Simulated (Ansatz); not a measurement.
# MnO2 (R-3m) in Ansatz: reference runs

How does MnO2 come out in PBE? The cell is run as given and disturbed.

All numbers are computed with Ansatz 0.2.0; they aren't measurements. Logs are shortened: lines on timing, memory, paths and dates and some standing lists are left out, and cuts for length are marked.

### 1 The crystal as given

Symmetry: R-3m, No. 166, trigonal system. The conventional cell has a = 2.856 Å, b = 2.856 Å, c = 27.638 Å, α = 90.00°, β = 90.00°, γ = 120.00°. Mn (site symmetry -3m) is surrounded by 6 O at 1.90 Å. Mn (site symmetry -3m) is surrounded by 6 O at 1.90 Å. O (site symmetry 3m) has 3 Mn at 1.90 Å as nearest neighbours. O (site symmetry 3m) has 3 Mn at 1.90 Å as nearest neighbours.

Measurements of this composition are mostly on another form, of space group No. 136.

### 2 Single point, PBE, collinear spin, ferromagnetic start

input.yaml

```yaml
crystal:
  lattice:
    - [1.4277943513, 0.8243374531, 9.2127033382]
    - [-1.4277943513, 0.8243374531, 9.2127033382]
    - [0.0, -1.6486749062, 9.2127033382]
  atoms:
    - { symbol: Mn, position: [0.0, 0.0, 0.0], spin: 4.0 }
    - { symbol: Mn, position: [0.5, 0.5, 0.5], spin: 4.0 }
    - { symbol: O, position: [0.6322766, 0.6322766, 0.6322766] }
    - { symbol: O, position: [0.20104944, 0.20104944, 0.20104944] }
    - { symbol: O, position: [0.79895056, 0.79895056, 0.79895056] }
    - { symbol: O, position: [0.3677234, 0.3677234, 0.3677234] }
hamiltonian:
  xc: pbe
  pseudopotentials: { kind: paw }
magnetization:
  spin_polarized: true
kpoints:
  mp_grid: { grid: [11, 11, 11] }
scf:
  occupations: { method: fermi_dirac, width: 0.05 }
output:
  forces: true
  stress: true
  eigenvalues: true
```

Potentials or basis: Ansatz PAW.

Launch:

```console
ansatz run input.yaml --threads 2 --pin off --max-ram 5120MiB --backend cpu --events-out ev --progress --plain --runs-dir out
```

Standard output:

```text
Warning: RAYON_NUM_THREADS=2 ignored (pool sized by the plan → 2); use --threads N
basis.fft_grid_basis auto: the FFT boxes are laid along the combinations [[1, 0, -1], [0, 1, -1], [0, 0, 1]] of the cell's own vectors, 2.856, 2.856 and 9.359 Å long. The dense box has 20×20×64 points. Along the cell's own vectors, as sized, it would have 64×64×64, 10.24 times as many. Of the 12 symmetry operations that the crystal satisfies within crystal.symmetry.tolerance (time reversal apart; of a slab, those that keep its plane) the dense box along the cell's own vectors carries 12, and the one as laid loses 8 of those. basis.fft_grid_basis: typed keeps the cell's own vectors: state it where this run's energies or levels are differenced outside the engine with another run's, or held beside a run that keeps those vectors.
Engine: ansatz 0.2.0, aarch64-unknown-linux-gnu
Pseudopotentials: kind: paw
Pseudopotential: Mn, paw, valence charge 15, recommended cutoff 420 eV (normal), Mn.paw.azcp
Pseudopotential: O, paw, valence charge 6, recommended cutoff 420 eV (normal), O.paw.azcp
Functional definition: PBE
  parameter kappa = 0.804
  parameter beta = 0.06672455060314922
  exchange = pbe_x(kappa = kappa, mu = beta*pi^2/3)
  correlation = pbe_c(beta = beta)
Crystal: 6 atoms, lattice volume = 65.059 Å³
Basis set: ecut = 420 eV, 1279 PW (Γ), FFT grids on a1−a3, a2−a3, a3, exchange–correlation on 40×40×128 points (8 copies of the dense FFT grid, shifted against one another)
Bands: 38, of which v1, the nominal top of the filled ones, is band 27 counted from 1 (26 counted from 0)
Symmetry: 12 space group operations
Space group: R-3m (ITA 166), of the structure as read, at distance tolerance 4.0e-5 Å
Magnetic group: BNS 166.97 (UNI 1327), of the structure as read, at distance tolerance 4.0e-5 Å
k-points: 146 of 1331
Non-local potential: Mn, projectors of the file, l = 0: 3, l = 1: 2, l = 2: 3, l = 3: 1
Non-local potential: O, projectors of the file, l = 0: 2, l = 1: 2, l = 2: 1
PAW form: soft (Blöchl's): semilocal exchange-correlation on the pseudo side does not see the compensation charge
PAW one-centre angular grid: Mn, 590 points (default); XC on 64 Gauss nodes
PAW one-centre angular grid: O, 110 points (default); XC on 64 Gauss nodes
Initial density: superposition of atomic densities (chi_scale 0.1, normalization cell, long waves kept (reshape's long-wave potential 0.12 eV rms))
Starting moments: Σ|m| = 8 μB on 2 of 6 sites
Initial wavefunctions: pseudopotential atomic-orbital guess
Functional: x = pbe(κ = 0.804, μ = 0.2195149727645171), c = pbe(β = 0.06672455060314922)
SCF iter   1: F=—  HF=-10067.241520 eV  |F-HF|=—  |Δ(HF+E_count)|=         —  Δρ=7.65e-2 (↑4.63e-2 ↓7.65e-2)  dr2=6.55e0  dr2_m=1.07e0  M=6.000 μB ∫|m|=6.329 μB  β_m=0.30  ethr=3.10e-3  ⟨swp⟩=6.5  Hψ=44536  notcnv=0
Mixer restart at iter 1: flushing history
preconditioner: auto → Resta (q_TF=auto, 2.645 Å⁻¹)  ε∞=6.3  [insulator: Δε(μ)=0.609 eV  Ē_g=12.332 eV  σ=0.050 eV  W_gap=1.00  n_scr=18 (ndim 8)  ℏωp=28.4 eV  f_vac=0.084  D(μ)=0.00/eV (n_scr^D=0)  ε∞_Penn≈6.3]
spin=Collinear: Resta preconditioning applied to the charge; magnetization (m = ρ↑ − ρ↓) channel mixes plain (no charge-response kernel on spin).
SCF iter   2: F=—  HF=-10067.569747 eV  |F-HF|=—  |Δ(HF+E_count)|=   3.28e-1  Δρ=4.56e-2 (↑3.70e-2 ↓4.56e-2)  dr2=1.94e0  dr2_m=7.15e-1  M=6.000 μB ∫|m|=6.243 μB  β_m=0.48  ethr=3.10e-3  ⟨swp⟩=3.4  Hψ=22985  notcnv=0  defer=1013
SCF iter   3: F=—  HF=-10067.398175 eV  |F-HF|=—  |Δ(HF+E_count)|=   1.72e-1  Δρ=2.38e-2 (↑1.27e-2 ↓2.38e-2)  dr2=8.29e-1  dr2_m=1.11e-1  M=6.000 μB ∫|m|=6.136 μB  β_m=0.54  ethr=3.10e-3  ⟨swp⟩=3.0  Hψ=19874  notcnv=0  defer=1021
SCF iter   4: F=—  HF=-10067.325372 eV  |F-HF|=—  |Δ(HF+E_count)|=   7.28e-2  Δρ=6.28e-3 (↑6.28e-3 ↓4.21e-3)  dr2=5.53e-2  dr2_m=5.53e-3  M=6.000 μB ∫|m|=6.074 μB  β_m=0.77  ethr=1.54e-3  ⟨swp⟩=2.9  Hψ=18909  notcnv=0  defer=1042
SCF iter   5: F=—  HF=-10067.349567 eV  |F-HF|=—  |Δ(HF+E_count)|=   2.42e-2  Δρ=2.47e-3 (↑2.02e-3 ↓2.47e-3)  dr2=1.17e-2  dr2_m=7.93e-5  M=6.000 μB ∫|m|=6.069 μB  β_m=0.87  ethr=1.02e-4  ⟨swp⟩=2.7  Hψ=19486  notcnv=0  defer=1117
SCF iter   6: F=—  HF=-10067.354368 eV  |F-HF|=—  |Δ(HF+E_count)|=   4.80e-3  Δρ=8.41e-4 (↑8.41e-4 ↓4.20e-4)  dr2=8.13e-4  dr2_m=6.09e-5  M=6.000 μB ∫|m|=6.070 μB  β_m=0.93  ethr=2.16e-5  ⟨swp⟩=2.1  Hψ=19736  notcnv=0  defer=1117
SCF iter   7: F=—  HF=-10067.355015 eV  |F-HF|=—  |Δ(HF+E_count)|=   6.46e-4  Δρ=4.87e-4 (↑4.87e-4 ↓4.12e-4)  dr2=4.84e-4  dr2_m=2.40e-6  M=6.000 μB ∫|m|=6.070 μB  β_m=0.87  ethr=1.51e-6  ⟨swp⟩=2.0  Hψ=16861  notcnv=0  defer=1117
SCF iter   8: F=—  HF=-10067.355030 eV  |F-HF|=—  |Δ(HF+E_count)|=   1.57e-5  Δρ=2.82e-4 (↑2.82e-4 ↓2.09e-4)  dr2=1.33e-4  dr2_m=1.53e-6  M=6.000 μB ∫|m|=6.070 μB  β_m=0.71  ethr=8.96e-7  ⟨swp⟩=2.2  Hψ=16411  notcnv=0  defer=1117
SCF iter   9: F=—  HF=-10067.355026 eV  |F-HF|=—  |Δ(HF+E_count)|=   4.16e-6  Δρ=4.00e-5 (↑2.87e-5 ↓4.00e-5)  dr2=1.69e-6  dr2_m=2.41e-7  M=6.000 μB ∫|m|=6.070 μB  β_m=0.85  ethr=2.45e-7  ⟨swp⟩=2.3  Hψ=16427  notcnv=0  defer=1117
SCF iter  10: F=—  HF=-10075.820189 eV  |F-HF|=—  |Δ(HF+E_count)|=         —  Δρ=2.82e-1 (↑2.82e-1 ↓2.72e-1)  dr2=5.22e-2  dr2_m=4.58e1  M=0.001 μB ∫|m|=6.022 μB  β_m=1.00  ethr=3.14e-9  ⟨swp⟩=2.1  Hψ=17258  notcnv=0  defer=1117
Mixer restart at iter 10: flushing history
SCF iter  11: F=—  HF=-10067.478264 eV  |F-HF|=—  |Δ(HF+E_count)|=    8.34e0  Δρ=2.64e-2 (↑6.39e-3 ↓2.64e-2)  dr2=4.89e-1  dr2_m=7.54e-2  M=0.000 μB ∫|m|=6.052 μB  β_m=0.85  ethr=9.26e-5  ⟨swp⟩=4.8  Hψ=31115  notcnv=0  defer=1117
SCF iter  12: F=—  HF=-10067.522025 eV  |F-HF|=—  |Δ(HF+E_count)|=   4.38e-2  Δρ=2.53e-2 (↑2.03e-2 ↓2.53e-2)  dr2=1.05e0  dr2_m=6.81e-3  M=-0.000 μB ∫|m|=6.055 μB  β_m=0.57  ethr=9.26e-5  ⟨swp⟩=4.2  Hψ=29241  notcnv=0  defer=1168
SCF iter  13: F=—  HF=-10067.353583 eV  |F-HF|=—  |Δ(HF+E_count)|=   1.68e-1  Δρ=4.34e-3 (↑4.34e-3 ↓1.72e-3)  dr2=1.33e-2  dr2_m=2.81e-3  M=0.000 μB ∫|m|=6.059 μB  β_m=0.81  ethr=9.26e-5  ⟨swp⟩=3.7  Hψ=25293  notcnv=0  defer=1168
SCF iter  14: F=—  HF=-10067.354475 eV  |F-HF|=—  |Δ(HF+E_count)|=   8.92e-4  Δρ=9.29e-4 (↑2.89e-4 ↓9.29e-4)  dr2=4.48e-4  dr2_m=9.07e-5  M=-0.000 μB ∫|m|=6.064 μB  β_m=0.78  ethr=2.47e-5  ⟨swp⟩=2.0  Hψ=20608  notcnv=0  defer=1168
SCF iter  15: F=—  HF=-10067.354230 eV  |F-HF|=—  |Δ(HF+E_count)|=   2.45e-4  Δρ=1.24e-4 (↑1.23e-4 ↓1.24e-4)  dr2=2.52e-5  dr2_m=1.20e-6  M=-0.000 μB ∫|m|=6.064 μB  β_m=0.78  ethr=8.30e-7  ⟨swp⟩=2.0  Hψ=20382  notcnv=0  defer=1168
SCF iter  16: F=—  HF=-10067.354234 eV  |F-HF|=—  |Δ(HF+E_count)|=   4.06e-6  Δρ=1.04e-4 (↑1.04e-4 ↓8.48e-5)  dr2=1.75e-5  dr2_m=3.56e-7  M=-0.000 μB ∫|m|=6.064 μB  β_m=0.64  ethr=4.67e-8  ⟨swp⟩=2.0  Hψ=17978  notcnv=0  defer=1168
SCF iter  17: F=—  HF=-10067.354232 eV  |F-HF|=—  |Δ(HF+E_count)|=   1.89e-6  Δρ=2.95e-5 (↑1.75e-5 ↓2.95e-5)  dr2=1.30e-6  dr2_m=1.31e-7  M=-0.000 μB ∫|m|=6.064 μB  β_m=0.82  ethr=3.23e-8  ⟨swp⟩=2.0  Hψ=16570  notcnv=0  defer=1168
SCF iter  18: F=—  HF=-10067.354232 eV  |F-HF|=—  |Δ(HF+E_count)|=         —  Δρ=7.15e-6 (↑7.15e-6 ↓4.55e-6)  dr2=1.86e-7  dr2_m=1.18e-8  M=-0.000 μB ∫|m|=6.064 μB  ethr=2.41e-9  ⟨swp⟩=2.1  Hψ=14552  notcnv=0  defer=1168
Mixer restart at iter 18: flushing history
SCF iter  19: F=—  HF=-10067.355039 eV  |F-HF|=—  |Δ(HF+E_count)|=         —  Δρ=1.97e-5 (↑1.97e-5 ↓1.58e-5)  dr2=5.98e-7  dr2_m=8.77e-9  M=6.000 μB ∫|m|=6.070 μB  β_m=0.82  ethr=3.14e-9  ⟨swp⟩=4.5  Hψ=30755  notcnv=0  defer=1105
SCF iter  20: F=—  HF=-10067.355039 eV  |F-HF|=—  |Δ(HF+E_count)|=   1.83e-7  Δρ=2.31e-5 (↑2.31e-5 ↓1.41e-5)  dr2=6.98e-7  dr2_m=1.40e-8  M=6.000 μB ∫|m|=6.070 μB  β_m=0.61  ethr=1.11e-9  ⟨swp⟩=2.0  Hψ=20572  notcnv=0  defer=1102
SCF iter  21: F=—  HF=-10067.355039 eV  |F-HF|=—  |Δ(HF+E_count)|=   1.07e-7  Δρ=3.26e-6 (↑2.65e-6 ↓3.26e-6)  dr2=1.80e-8  dr2_m=8.42e-10  M=6.000 μB ∫|m|=6.070 μB  β_m=0.81  ethr=1.11e-9  ⟨swp⟩=2.2  Hψ=17435  notcnv=0  defer=1102
SCF iter  22: F=-10067.355039 eV  HF=-10067.355039 eV  |F-HF|=6.25e-9  |Δ(HF+E_count)|=   3.91e-8  Δρ=2.17e-6 (↑2.17e-6 ↓2.07e-6)  dr2=1.05e-8  dr2_m=2.82e-11  M=6.000 μB ∫|m|=6.070 μB  ethr=3.33e-11  ⟨swp⟩=7.9  Hψ=41413  notcnv=0
SCF 1 converged in 22 iterations: F = -10067.355039 eV  dr2 = 1.05e-8
SCF converged after 22 iterations
Magnetization: 6.0000 μB (30.0000 up, 24.0000 down)
Absolute magnetization: 6.0725 μB (∫|ρ↑−ρ↓|, with the PAW one-centre terms)
Spin contamination: 0.0660 ħ² per cell (⟨S²⟩ above its minimum at these occupations)
Per-site moments (μB) at R_I (Å): [(2.4891032060182945, 0.7850010931476508), (2.4902070303848403, 0.7849595672680828), (0.05273387815640732, 0.7850010931476508), (0.05216599301291855, 0.7849595672680831), (0.05216599301291785, 0.7849595672680828), (0.052733878156407565, 0.7850010931476508)]
Free energy (F): -10067.355039 eV
Harris-Foulkes:  -10067.355039 eV  (|F-HF|=6.25e-9)
Internal energy: -10067.355030 eV  (E = F + TS)
E sigma→0 (E₀):  -10067.355034 eV
Entropy (-TS):   -0.000009 eV (-0.002 meV/atom)
Fermi energy:    8.386100 eV
--- Per-component energies (eV) ---
  E_band       = -723.141951
  E_kinetic    = 1299.062001
  E_local      = -7128.303736  (includes V_loc(G=0)·N_el)
  E_nonlocal   = 667.414784
  E_hartree    = 2912.439018
  E_xc         = -521.461225
  E_vxc        = -666.264776  (∫ρ·V_xc dr)
  E_paw        = -3221.604449  (= ΣΔE_a)
  E_vpaw       = -719.933783  (= ΣTr[D̂ρ^β])
  E_aug_tail   = 0.009577  (compensation charges beyond the density's cutoff)
  E_ewald      = -4074.911000
  E_smearing   = -0.000009  (= −TS)
  E_closure    = 0.000000  (closes the sum)
  Σ components = -10067.355039   (vs F -10067.355039, Δ=0.00e0)
--- Forces (eV/Å), atoms counted from 1 ---
  atom   1  Mn    -0.00000000     0.00000000     0.00000000
  atom   2  Mn     0.00000000     0.00000000     0.00000000
  atom   3  O      0.00000000     0.00000000    -0.20063455
  atom   4  O      0.00000000     0.00000000     0.20092385
  atom   5  O     -0.00000000    -0.00000000    -0.20092385
  atom   6  O     -0.00000000    -0.00000000     0.20063455
  max |Σ_I F_I| component: 4.63e-18 eV/Å
--- Stress (GPa, compression-positive) ---
        5.112507       0.000000      -0.000000
        0.000000       5.112507       0.000000
       -0.000000       0.000000       4.102521
  P = ⅓ Tr σ = 4.7758 GPa (47.758 kbar)
--- Band table (eV; the first three rows and the last of 292) ---
  k-point 0 ↑: bands = ["-73.6556", "-73.6432", "-42.3101", "-42.3014", "-42.3014", "-42.2973", "-42.2890", "-42.2890", "-11.6871", "-11.5668", "-9.5758", "-9.3759", "1.6017", "2.0250", "2.0250", "2.0428", "2.0428", "2.2961", "5.4736", "5.5517", "5.5517", "5.5647", "5.5647", "6.4824", "6.4824", "6.5318", "6.5318", "6.7741", "7.5979", "7.8763", "10.8716", "10.8716", "10.9133", "10.9133", "15.0784", "17.1778", "17.3991", "18.3034"]
  k-point 1 ↑: bands = ["-73.6542", "-73.6417", "-42.3145", "-42.3079", "-42.3043", "-42.3022", "-42.2951", "-42.2920", "-11.5798", "-11.4621", "-9.5961", "-9.4084", "1.7316", "1.9404", "2.0028", "2.1143", "2.1320", "2.4007", "5.1374", "5.1511", "5.2627", "5.2793", "5.7585", "6.4260", "6.4913", "6.7187", "6.7586", "6.9140", "7.6222", "7.9360", "10.6172", "10.6312", "10.8096", "10.8495", "15.4530", "17.4216", "17.7571", "18.7155"]
  k-point 2 ↑: bands = ["-73.6502", "-73.6377", "-42.3497", "-42.3373", "-42.3123", "-42.3021", "-42.2999", "-42.2893", "-11.2810", "-11.1719", "-9.6522", "-9.4970", "1.7517", "1.9559", "2.1289", "2.3535", "2.3712", "2.6755", "4.2415", "4.2642", "4.8169", "4.8356", "6.2306", "6.3385", "6.5116", "6.9834", "7.0141", "7.1039", "7.5754", "7.8962", "9.9897", "10.1581", "10.6865", "10.7216", "16.3957", "17.9758", "18.6343", "19.7232"]
  k-point 145 ↓: bands = ["-70.4575", "-70.4433", "-39.2518", "-39.2397", "-39.2383", "-39.2262", "-39.0706", "-39.0552", "-11.3758", "-11.3627", "-9.3900", "-9.3738", "2.7091", "2.7205", "2.9586", "2.9741", "3.0354", "3.0672", "6.0200", "6.0533", "6.3278", "6.3628", "6.5155", "6.5552", "8.9451", "8.9630", "9.0221", "9.0379", "10.4607", "10.4749", "11.9314", "11.9600", "12.1000", "12.1271", "16.4896", "16.5676", "19.0796", "19.1127"]
```

Run time: 41 s. Hardware: 2 threads of Arm Neoverse V2, shared host; peak memory 0.94 GiB.

What came out:

* Free energy: -10067.3550 eV
* Pressure: 4.8 GPa
* Largest force: 0.201 eV/Å
* Band gap on the k mesh: 0.86 eV, indirect (least direct gap 0.92 eV)
* Net moment: 6.00 μB per cell
* Absolute moment: 6.07 μB per cell
* Site moments: Mn +2.49; O +0.05 μB

Forces on the atoms (eV/Å):
```
Mn   0.000  0.000  0.000
Mn   0.000  0.000  0.000
O    0.000  0.000 -0.201
O    0.000  0.000  0.201
O    0.000  0.000 -0.201
O    0.000  0.000  0.201
```

Caveat: odd divisions of the mesh miss points on the zone boundary, where band edges often lie, so the gap on the mesh can be too wide; the pressure holds a Pulay correction of +0.8 GPa for the finite cutoff; only a ferromagnetic start was run, and an antiferromagnetic order may lie lower in energy.

### 3 Single point, PBE, collinear spin, ferromagnetic start (atoms moved at random, drawn with an rms of 0.05 Å)

input.yaml

```yaml
crystal:
  lattice:
    - [1.4277943513, 0.8243374531, 9.2127033382]
    - [-1.4277943513, 0.8243374531, 9.2127033382]
    - [0.0, -1.6486749062, 9.2127033382]
  atoms:
    - { symbol: Mn, position: [-0.001125, -0.000672, -0.000446], spin: 4.0 }
    - { symbol: Mn, position: [0.496665, 0.516524, 0.491276], spin: 4.0 }
    - { symbol: O, position: [0.661162, 0.614999, 0.628019] }
    - { symbol: O, position: [0.176911, 0.213261, 0.212299] }
    - { symbol: O, position: [0.792732, 0.803089, 0.800961] }
    - { symbol: O, position: [0.362671, 0.375142, 0.359799] }
hamiltonian:
  xc: pbe
  pseudopotentials: { kind: paw }
magnetization:
  spin_polarized: true
kpoints:
  mp_grid: { grid: [11, 11, 11] }
scf:
  occupations: { method: fermi_dirac, width: 0.05 }
output:
  forces: true
  stress: true
  eigenvalues: true
  write_density: true
  write_potential: true
  elf: true
  volumetric_format: npy
```

Potentials or basis: Ansatz PAW.

Launch:

```console
ansatz run input.yaml --threads 2 --pin off --max-ram 5120MiB --backend cpu --events-out ev --progress --plain --runs-dir out
```

Standard output:

```text
Warning: RAYON_NUM_THREADS=2 ignored (pool sized by the plan → 2); use --threads N
basis.fft_grid_basis auto: the FFT boxes are laid along the combinations [[1, -1, 0], [0, 1, 0], [0, -1, 1]] of the cell's own vectors, 2.856, 9.359 and 2.856 Å long. The dense box has 20×64×20 points. Along the cell's own vectors, as sized, it would have 64×64×64, 10.24 times as many. basis.fft_grid_basis: typed keeps the cell's own vectors: state it where this run's energies or levels are differenced outside the engine with another run's, or held beside a run that keeps those vectors. Those combinations have planes normal to reciprocal vector 3, as the cell's own vectors have. Each planar average written beside output.write_density, output.write_potential has a row for each plane of the box: 20. The volumetric files lie along those combinations, not along the cell's own vectors: a cube or XSF file states them, and fields.json those of NumPy files.
[... 97 lines left out ...]
  k-point 1 ↑: bands = ["-73.6893", "-73.5372", "-42.3502", "-42.3458", "-42.3412", "-42.2168", "-42.2009", "-42.1851", "-11.8026", "-11.6063", "-9.5730", "-9.3507", "1.6103", "1.6893", "1.7902", "1.8933", "1.9929", "2.3432", "5.0802", "5.0886", "5.1950", "5.3702", "5.7861", "6.4375", "6.5119", "6.7116", "6.8400", "6.9162", "7.6986", "8.1166", "10.5238", "10.8761", "10.9233", "11.3497", "15.4336", "17.3437", "17.9549", "18.8374"]
  k-point 2 ↑: bands = ["-73.6854", "-73.5331", "-42.3853", "-42.3538", "-42.3355", "-42.2535", "-42.2099", "-42.1791", "-11.4914", "-11.3191", "-9.6345", "-9.4636", "1.5357", "1.7803", "2.0277", "2.0994", "2.2126", "2.6047", "4.2178", "4.2504", "4.7842", "4.8496", "6.2286", "6.3702", "6.5856", "6.9412", "7.1057", "7.1596", "7.6545", "8.0225", "9.9794", "10.3940", "10.7507", "11.1337", "16.3349", "17.8553", "18.8292", "19.7967"]
  k-point 665 ↓: bands = ["-70.4783", "-70.3481", "-39.4911", "-39.3508", "-39.3061", "-39.2531", "-39.0749", "-38.9073", "-10.2007", "-10.1456", "-9.6886", "-9.6539", "1.5928", "1.6782", "3.2848", "3.2997", "3.3795", "3.7033", "4.7263", "4.9383", "5.0506", "5.1386", "5.9118", "6.3940", "9.0391", "9.4273", "9.5289", "9.6317", "9.8257", "9.9716", "11.5672", "11.7706", "11.9220", "12.6025", "19.3060", "20.1635", "20.4337", "21.6052"]
```

rho_z.tsv:

```text
# z_ang	rho[e/angstrom^3]	rho_spin[e/angstrom^3]
# format = ansatz-planar-average/11
# lattice	1.427794351	0.824337453	9.212703338
# lattice	-1.427794351	0.824337453	9.212703338
# lattice	0.000000000	-1.648674906	9.212703338
# sites	6
# site	25	-0.000646791	-0.000746025	-0.020664094
# site	25	-0.028354568	0.025255227	13.860189728
# site	8	0.065911271	0.016588143	17.542645443
# site	8	-0.051900325	-0.028378641	5.550386593
# site	8	-0.014787666	-0.005029283	22.080841532
# site	8	-0.017806023	0.015015307	10.111973736
0.000000	9.038059e-1	1.436819e-1
0.467953	8.706259e-1	1.299076e-1
0.935906	7.953731e-1	9.963184e-2
1.403859	7.219031e-1	7.192891e-2
1.871812	6.879534e-1	5.642006e-2
2.339765	7.060806e-1	5.357027e-2
2.807718	7.703192e-1	6.279174e-2
3.275672	8.676184e-1	8.334275e-2
3.743625	9.765808e-1	1.101432e-1
4.211578	1.061613e0	1.325094e-1
4.679531	1.081989e0	1.391766e-1
5.147484	1.022942e0	1.264795e-1
5.615437	9.129636e-1	1.011231e-1
6.083390	7.982040e-1	7.449320e-2
6.551343	7.105237e-1	5.576293e-2
7.019296	6.637734e-1	4.893196e-2
7.487249	6.642034e-1	5.398253e-2
7.955202	7.134489e-1	7.097378e-2
8.423155	7.964151e-1	9.950266e-2
8.891108	8.739168e-1	1.300791e-1
```

It took 7.4 min on 2 threads of Arm Neoverse V2, shared host; peak memory 3.2 GiB.

What came out:

```yaml
Free_energy: -10067.1527 eV
Pressure: 10.1 GPa
Largest_force: 2.257 eV/Å
Band_gap_on_the_k_mesh: 0.63 eV, indirect (least direct gap 0.66 eV)
Net_moment: 6.00 μB per cell
Absolute_moment: 6.07 μB per cell
Site_moments: Mn +2.40, +2.43; O +0.07, +0.04, +0.05 μB
```

Forces on the atoms (eV/Å):
```
Mn   0.464  0.212  0.983
Mn  -0.166 -0.589 -1.322
O   -1.046 -0.110 -1.998
O    0.398  0.522  0.981
O   -0.225  0.071  0.338
O    0.574 -0.106  1.017
```

Levels at points of the mesh, in eV from the valence-band top:
Spin up:
| k point | band 28 | band 29 | band 30 | band 31 | band 32 | band 33 |
| --- | --- | --- | --- | --- | --- | --- |
| (0.00, 0.00, 0.00) | -1.37 | -0.45 | -0.03 | 2.64 | 2.84 | 3.00 |
Spin down:
| k point | band 21 | band 22 | band 23 | band 24 | band 25 | band 26 | band 27 | band 28 |
| --- | --- | --- | --- | --- | --- | --- | --- | --- |
| (0.00, 0.00, 0.00) | -1.62 | -1.56 | -1.47 | -1.21 | 0.63 | 0.71 | 0.72 | 0.82 |

Caveat: odd divisions of the mesh miss points on the zone boundary, where band edges often lie, so the gap on the mesh can be too wide; the pressure holds a Pulay correction of +0.8 GPa for the finite cutoff; only a ferromagnetic start was run, and an antiferromagnetic order may lie lower in energy. A k mesh can miss the band edges.
